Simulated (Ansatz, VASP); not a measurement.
# Cross-check of GaSb between VASP and Ansatz

One calculation is typed for both programs; each brings its own data sets. How far apart do they land? The cell is taken from a series of runs on this material, whose earlier steps may have relaxed, scaled, displaced or heated it; both programs get it as it stands.

Calculated with Ansatz 0.2.0; plane waves, with VASP 6.6.1 beside it; zone-centre phonons at PBEsol.

### 1. The structure

The structure is orthorhombic, space group Imm2 (No. 44). Conventional cell: a = 4.318 Å, b = 4.451 Å, c = 6.029 Å, α = 90.00°, β = 90.00°, γ = 90.00°. Nearest to Ga lie 4 Sb at 2.65 to 2.67 Å. Nearest to Sb lie 4 Ga at 2.65 to 2.67 Å. Farther neighbours are not listed.

Structure file:

```
Ga Sb
1.0
     0.04699    3.10046    3.01451
     3.10046    0.04699    3.01451
     3.14744    3.14744    0.00000
Ga Sb
1 1
Cartesian
  3.1474 3.1474 6.0156
  4.7212 4.7212 4.5352
```

### 2. VASP: zone-centre phonons, PBEsol

Second derivatives magnify differences that forces hide, and they need a tight electronic threshold.

Lines of VASP's logs that name or quote its potential files are left out, and so is its time.

File INCAR:

```
SYSTEM = GaSb
PREC = Accurate
ENCUT = 500
EDIFF = 1E-08
NELM = 120
ISMEAR = 1
SIGMA = 0.2
LREAL = .FALSE.
ALGO = Normal
GGA = PS
NBANDS = 15
LORBIT = 11
LWAVE = .FALSE.
LCHARG = .FALSE.
ISIF = 2
IBRION = 8
LASPH = .TRUE.
GGA_COMPAT = .FALSE.
KPAR = 2
```

File POSCAR:

```
GaSb
1.0
    0.0469858878      3.1004554879      3.0145142014
    3.1004554879      0.0469858878      3.0145142014
    3.1474413758      3.1474413758      0.0000000001
Ga Sb
1 1
Direct
    0.9977650362      0.9977650362      0.0022349638
    0.7522349638      0.7522349638      0.7477650362
```

File KPOINTS:

```
Automatic mesh
0
Gamma
12 12 12
0 0 0
```

Potentials, in the order of the species: Ga_d and Sb (PBE family, release 64).

Launch:

```console
> mpirun -np 2 vasp_std
```

Numbers of over 12 decimals in the logs are rounded to 6 here.

The log of the run:

```text
[banner, memory and clock lines left out]
running    2 mpi-ranks, on    1 nodes
 distrk:  each k-point on    1 cores,    2 groups
 distr:  one band on    1 cores,    1 groups

 POSCAR found type information on POSCAR GaSb
 POSCAR found :  2 types and       2 ions
|                                                                             |
|               ----> ADVICE to this user running VASP <----                  |
|                                                                             |
|     You enforced a specific xc type in the INCAR file but a different       |
|     [... a line on the potential file left out ...]
|     I HOPE YOU KNOW WHAT YOU ARE DOING!                                     |
|                                                                             |

 LDA part: xc-table for (Slater+PW92), standard interpolation
 POSCAR, INCAR and KPOINTS ok, starting setup
 FFT: planning ... GRIDC
 FFT: planning ... GRID_SOFT
 FFT: planning ... GRID
 WAVECAR not read
 entering main loop
       N       E                     dE             d eps       ncg     rms          rms(c)
DAV:   1     0.798910170887E+02    0.79891E+02   -0.85005E+03  8487   0.144E+03
DAV:   2    -0.207706506475E+01   -0.81968E+02   -0.79187E+02  9793   0.300E+02
DAV:   3    -0.813026268877E+01   -0.60532E+01   -0.60349E+01 10059   0.670E+01
DAV:   4    -0.823785637654E+01   -0.10759E+00   -0.10757E+00 10434   0.101E+01
DAV:   5    -0.824037853736E+01   -0.25222E-02   -0.25221E-02 10861   0.135E+00    0.307E+00
DAV:   6    -0.816780941290E+01    0.72569E-01   -0.87741E-02 11098   0.518E+00    0.180E+00
DAV:   7    -0.814272960776E+01    0.25080E-01   -0.43598E-02 10566   0.195E+00    0.360E-01
DAV:   8    -0.814273884179E+01   -0.92340E-05   -0.49603E-03 11075   0.876E-01    0.971E-02
DAV:   9    -0.814301481203E+01   -0.27597E-03   -0.44850E-04  9506   0.177E-01    0.348E-02
DAV:  10    -0.814301251019E+01    0.23018E-05   -0.22335E-05 11076   0.413E-02    0.907E-03
DAV:  11    -0.814302272238E+01   -0.10212E-04   -0.12480E-05  9534   0.244E-02    0.451E-03
DAV:  12    -0.814302289040E+01   -0.16802E-06   -0.51348E-07 11053   0.691E-03    0.825E-04
DAV:  13    -0.814302287221E+01    0.18189E-07   -0.43159E-08  9675   0.139E-03    0.374E-04
DAV:  14    -0.814302291047E+01   -0.38258E-07   -0.36453E-09  8666   0.684E-04    0.421E-05
DAV:  15    -0.814302291536E+01   -0.48935E-08   -0.61876E-10  5845   0.293E-04
   1 F= -.81430229E+01 E0= -.81431320E+01  d E =0.327324E-03
 Linear response reoptimize wavefunctions to high precision
DAV:   1    -0.814302291369E+01    0.16712E-08   -0.13758E-10  6797   0.151E-04
DAV:   2    -0.814302291369E+01    0.22737E-11   -0.37058E-11  5250   0.621E-05
 Linear response DOF=           4
 Linear response progress:
  Degree of freedom:   1/  4
       N       E                     dE             d eps       ncg     rms          rms(c)
RMM:   1    -0.165965134828E+00   -0.16597E+00    0.61771E-02 32478   0.796E+00
RMM:   2    -0.164836434242E+00    0.11287E-02   -0.27055E-02 49155   0.135E+00    0.383E-02
RMM:   3    -0.164942924875E+00   -0.10649E-03   -0.32583E-03 51340   0.419E-01    0.260E-02
RMM:   4    -0.164819044186E+00    0.12388E-03   -0.12573E-03 55697   0.189E-01    0.124E-02
RMM:   5    -0.164815489175E+00    0.35550E-05   -0.60947E-05 53882   0.520E-02    0.419E-03
RMM:   6    -0.164822705294E+00   -0.72161E-05   -0.10158E-05 54893   0.219E-02    0.447E-04
RMM:   7    -0.164822040058E+00    0.66524E-06   -0.19760E-06 53070   0.927E-03    0.355E-04
RMM:   8    -0.164824310335E+00   -0.22703E-05   -0.51494E-07 53885   0.431E-03    0.127E-04
RMM:   9    -0.164826058317E+00   -0.17480E-05   -0.93755E-09 54384   0.199E-03    0.366E-05
RMM:  10    -0.164826426413E+00   -0.36810E-06   -0.11415E-07 54373   0.962E-04    0.167E-05
RMM:  11    -0.164826342461E+00    0.83952E-07    0.19859E-08 53932   0.474E-04    0.181E-05
RMM:  12    -0.164826576167E+00   -0.23371E-06    0.90728E-09 54211   0.242E-04    0.280E-06
RMM:  13    -0.164826540525E+00    0.35641E-07   -0.54417E-08 53157   0.124E-04    0.431E-06
RMM:  14    -0.164826560070E+00   -0.19545E-07   -0.35419E-08 54351   0.672E-05    0.255E-06
RMM:  15    -0.164826592120E+00   -0.32050E-07   -0.16141E-08 53225   0.390E-05    0.893E-07
RMM:  16    -0.164826578931E+00    0.13188E-07   -0.10099E-08 47358   0.245E-05    0.114E-06
RMM:  17    -0.164826584057E+00   -0.51260E-08   -0.28198E-09 40798   0.170E-05    0.615E-07
 first order change of Fermi-energy  -0.16743E-05
 force on displaced ion       1 direction 1 :  -7.525   0.189  -0.000
 Linear response progress:
  Degree of freedom:   2/  4
       N       E                     dE             d eps       ncg     rms          rms(c)
RMM:   1    -0.165739863926E+00   -0.16574E+00    0.71994E-02 10459   0.800E+00
RMM:   2    -0.164848695024E+00    0.89117E-03   -0.27742E-02 15686   0.132E+00    0.383E-02
RMM:   3    -0.164811100912E+00    0.37594E-04   -0.35366E-03 16309   0.426E-01    0.252E-02
RMM:   4    -0.164699065711E+00    0.11204E-03   -0.17270E-03 17718   0.202E-01    0.124E-02
RMM:   5    -0.164687348549E+00    0.11717E-04   -0.76621E-05 17273   0.530E-02    0.465E-03
RMM:   6    -0.164694981998E+00   -0.76334E-05   -0.13381E-05 17377   0.227E-02    0.487E-04
RMM:   7    -0.164690184256E+00    0.47977E-05   -0.31979E-06 17001   0.986E-03    0.484E-04
RMM:   8    -0.164691945473E+00   -0.17612E-05   -0.79590E-07 17064   0.461E-03    0.223E-04
RMM:   9    -0.164694063312E+00   -0.21178E-05   -0.14724E-07 17094   0.212E-03    0.548E-05
RMM:  10    -0.164694749189E+00   -0.68588E-06   -0.26293E-08 16814   0.108E-03    0.275E-05
RMM:  11    -0.164694966726E+00   -0.21754E-06   -0.23917E-08 17834   0.526E-04    0.770E-06
RMM:  12    -0.164694928271E+00    0.38455E-07   -0.12288E-08 17050   0.252E-04    0.114E-05
RMM:  13    -0.164694981596E+00   -0.53325E-07    0.22660E-09 17534   0.131E-04    0.849E-06
RMM:  14    -0.164695059017E+00   -0.77421E-07   -0.23039E-09 17101   0.730E-05    0.130E-06
RMM:  15    -0.164695048026E+00    0.10991E-07   -0.21497E-09 17235   0.411E-05    0.215E-06
RMM:  16    -0.164695059056E+00   -0.11030E-07   -0.68361E-10 16280   0.253E-05    0.107E-06
RMM:  17    -0.164695070465E+00   -0.11409E-07    0.10938E-10 15809   0.179E-05    0.202E-07
RMM:  18    -0.164695071532E+00   -0.10669E-08   -0.13038E-10 12508   0.137E-05    0.220E-07
 first order change of Fermi-energy  -0.77046E+00
 force on displaced ion       1 direction 3 :   0.000   0.000  -7.529
 Linear response progress:
  Degree of freedom:   3/  4
       N       E                     dE             d eps       ncg     rms          rms(c)
RMM:   1    -0.284695627270E-01   -0.28470E-01    0.62500E-03 52720   0.134E+00
RMM:   2    -0.257083511451E-01    0.27612E-02   -0.33837E-03 47769   0.373E-01    0.654E-02
RMM:   3    -0.256665717987E-01    0.41779E-04   -0.19315E-04 52821   0.999E-02    0.357E-02
RMM:   4    -0.257208898365E-01   -0.54318E-04   -0.38569E-05 52766   0.432E-02    0.431E-03
RMM:   5    -0.257308382814E-01   -0.99484E-05   -0.54541E-06 55075   0.149E-02    0.276E-03
RMM:   6    -0.257236146844E-01    0.72236E-05   -0.82732E-07 51460   0.499E-03    0.563E-04
RMM:   7    -0.257228838127E-01    0.73087E-06   -0.67993E-08 55287   0.156E-03    0.246E-04
RMM:   8    -0.257223711977E-01    0.51261E-06   -0.15638E-08 51799   0.549E-04    0.621E-05
RMM:   9    -0.257223584292E-01    0.12769E-07   -0.67449E-10 54020   0.204E-04    0.199E-05
RMM:  10    -0.257223725904E-01   -0.14161E-07   -0.37949E-10 52371   0.788E-05    0.580E-06
RMM:  11    -0.257223688538E-01    0.37366E-08    0.28763E-10 53989   0.280E-05    0.439E-06
 first order change of Fermi-energy   0.62292E-04
 force on displaced ion       2 direction 1 :  -7.521   0.208  -0.000
 Linear response progress:
  Degree of freedom:   4/  4
       N       E                     dE             d eps       ncg     rms          rms(c)
RMM:   1    -0.279618989641E-01   -0.27962E-01    0.94842E-03 16726   0.133E+00
RMM:   2    -0.257039674385E-01    0.22579E-02   -0.33550E-03 15411   0.358E-01    0.638E-02
RMM:   3    -0.256376595778E-01    0.66308E-04   -0.19331E-04 16839   0.971E-02    0.349E-02
RMM:   4    -0.256765902023E-01   -0.38931E-04   -0.40553E-05 16863   0.429E-02    0.437E-03
RMM:   5    -0.256863005051E-01   -0.97103E-05   -0.55957E-06 17750   0.150E-02    0.275E-03
RMM:   6    -0.256810129062E-01    0.52876E-05   -0.75868E-07 16724   0.489E-03    0.909E-04
RMM:   7    -0.256793612204E-01    0.16517E-05   -0.46269E-08 17326   0.157E-03    0.253E-04
RMM:   8    -0.256785718031E-01    0.78942E-06   -0.14819E-08 17035   0.566E-04    0.703E-05
RMM:   9    -0.256784986033E-01    0.73200E-07   -0.13686E-09 17202   0.207E-04    0.180E-05
RMM:  10    -0.256785196699E-01   -0.21067E-07    0.90286E-11 16759   0.764E-05    0.776E-06
RMM:  11    -0.256785237638E-01   -0.40939E-08    0.80598E-11 17130   0.268E-05    0.240E-06
 first order change of Fermi-energy   0.77101E+00
 force on displaced ion       2 direction 3 :   0.000   0.000  -7.533
 Linear response finished
```

From OUTCAR (step 2):

```text
ion  position               nearest neighbor table
   1  0.998  0.998  0.002-   2 2.65   2 2.65   2 2.67   2 2.67
   2  0.752  0.752  0.748-   1 2.65   1 2.65   1 2.67   1 2.67

  LATTYP: Found a body centered orthorhombic cell.
 ALAT       =     4.3182581208
 B/A-ratio  =     1.0307754090
 C/A-ratio  =     1.3961713807

 Subroutine GETGRP returns: Found  4 space group operations
 (whereof  4 operations were pure point group operations)

The static configuration has the point symmetry C_2v.

 Found    280 irreducible k-points:

   k-points           NKPTS =    280   k-points in BZ     NKDIM =    280   number of bands    NBANDS=     15

   dimension x,y,z NGX =    32 NGY =   32 NGZ =   32
   dimension x,y,z NGXF=    64 NGYF=   64 NGZF=   64

   ENCUT  =  500.0 eV  36.75 Ry    6.06 a.u.   7.88  7.88  8.12*2*pi/ulx,y,z

   NELECT =      18.0000    total number of electrons

 k-points in reciprocal lattice and weights: Automatic mesh
   0.00000000  0.00000000  0.00000000       0.001
   0.08333333 -0.00000000  0.00000000       0.002
   0.16666667  0.00000000  0.00000000       0.002
   0.25000000 -0.00000000 -0.00000000       0.002
   0.33333333  0.00000000  0.00000000       0.002
   0.41666667  0.00000000  0.00000000       0.002
   0.50000000 -0.00000000 -0.00000000       0.001
   0.08333333  0.08333333  0.00000000       0.001
   0.16666667  0.08333333  0.00000000       0.002
[...]
0.25000000  0.25000000  0.50000000       0.001
  -0.25000000  0.25000000  0.50000000       0.001

 average (electrostatic) potential at core
       1 -65.6505       2 -87.6032

  Total       -0.3789525     -0.3789525      0.0268126     -0.4065366     -0.0000000     -0.0000000
  in kB      -10.4784426    -10.4784426      0.7413966    -11.2411741     -0.0000000     -0.0000000
  external PRESSURE =      -6.7384962 kB  Pullay stress =       0.0000000 kB

  energy-cutoff  :      500.00
  volume of cell :       57.94
      direct lattice vectors                 reciprocal lattice vectors
     0.046985888  3.100455488  3.014514201    -0.163748151  0.163748151  0.165864205
     3.100455488  0.046985888  3.014514201     0.163748151 -0.163748151  0.165864205
     3.147441376  3.147441376  0.000000000     0.158859194  0.158859194 -0.165864205

 POSITION                                       TOTAL-FORCE (eV/Angst)
 -----------------------------------------------------------------------------------
      3.14744      3.14744      6.01555         0.000000      0.000000     -0.000429
      4.72116      4.72116      4.53525        -0.000000     -0.000000      0.000429
 -----------------------------------------------------------------------------------
    total drift:                               -0.000003     -0.000003     -0.000806

 Eigenvectors and eigenvalues of the dynamical matrix
 ----------------------------------------------------

   1 f  =    6.523568 THz    40.988790 2PiTHz  217.602821 cm-1    26.979299 meV
             X         Y         Z           dx          dy          dz
      3.147441  3.147441  6.015554     0.563649   -0.563649    0.000000
      4.721162  4.721162  4.535246    -0.426966    0.426966   -0.000000

   2 f  =    6.443109 THz    40.483248 2PiTHz  214.918985 cm-1    26.646546 meV
             X         Y         Z           dx          dy          dz
      3.147441  3.147441  6.015554    -0.000000   -0.000000    0.797349
      4.721162  4.721162  4.535246     0.000000    0.000000   -0.603519

   3 f  =    6.355791 THz    39.934614 2PiTHz  212.006374 cm-1    26.285428 meV
             X         Y         Z           dx          dy          dz
      3.147441  3.147441  6.015554    -0.564184   -0.564184   -0.000000
      4.721162  4.721162  4.535246     0.426259    0.426259    0.000000

   4 f/i=    0.000634 THz     0.003985 2PiTHz    0.021157 cm-1     0.002623 meV
             X         Y         Z           dx          dy          dz
      3.147441  3.147441  6.015554    -0.000000    0.000000    0.603519
      4.721162  4.721162  4.535246    -0.000000    0.000000    0.797349

   5 f/i=    0.003111 THz     0.019548 2PiTHz    0.103778 cm-1     0.012867 meV
             X         Y         Z           dx          dy          dz
      3.147441  3.147441  6.015554     0.426966   -0.426966    0.000000
      4.721162  4.721162  4.535246     0.563649   -0.563649    0.000000

   6 f/i=    0.004935 THz     0.031008 2PiTHz    0.164615 cm-1     0.020410 meV
             X         Y         Z           dx          dy          dz
      3.147441  3.147441  6.015554     0.426259    0.426259   -0.000000
      4.721162  4.721162  4.535246     0.564184    0.564184   -0.000000

 ELASTIC MODULI CONTR FROM IONIC RELAXATION (kBar)
 Direction    XX          YY          ZZ          XY          YZ          ZX
 --------------------------------------------------------------------------------
 XX          -0.6477     -0.6477     -1.0707     10.0667     -0.0000      0.0000
 YY          -0.6477     -0.6477     -1.0707     10.0667      0.0000     -0.0000
 ZZ          -1.0707     -1.0707     -1.7700     16.6416     -0.0000     -0.0000
 XY          10.0667     10.0667     16.6416   -156.4680     -0.0000     -0.0000
 YZ          -0.0000      0.0000     -0.0000     -0.0000   -157.7410     29.5069
 ZX           0.0000     -0.0000     -0.0000     -0.0000     29.5069   -141.4237
 --------------------------------------------------------------------------------
```

The gap is under twice the smearing width, so the edge states are partly filled and the run can't tell a small gap from a semimetal. Methfessel-Paxton smearing is not meant for a cell with a gap.

(Continued in part 2 of 2.)

[Lines on the potential files, build, host, timing and source positions are cut from VASP's logs without a mark.]

[Logs are printed without paths, hosts, clocks, repeated set-up lines and the standing remarks that a program may print on its own settings, such as how far it seeks lower states.]

[Hosts, paths, dates, database ids (printed as entryN), source tags and the programs' standing remarks are cut or masked in the printed files.]
